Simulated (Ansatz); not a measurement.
Ru:

```
Ru
1.0
     2.70580    0.00000    0.00000
    -1.35290    2.34329    0.00000
     0.00000    0.00000    4.28190
Ru
2
Direct
  0.66667 0.33333 0.75000
  0.33333 0.66667 0.25000
```

Base run:

| Property | Result |
| --- | --- |
| Program | Ansatz 0.2.0 |
| Functional | revPBE |
| Potentials or basis | all-electron LAPW, scalar-relativistic |
| Cutoff | 281 eV |
| Density cutoff | 1125 eV |
| Basis error allowed | 0.001 eV/atom |
| k mesh | 11 × 11 × 6 |
| Occupations | fermi-dirac, width 0.05 eV |
| Spin | no spin polarisation |

Its results: pressure 7.7 GPa.

Task: The run is repeated on the same cell with these changes: functional from revPBE to LDA. What comes out?

Result: Pressure -12.1 GPa.

LDA binds more tightly than revPBE, so the same cell stands under less pressure.

Not every run made on this cell is shown here.
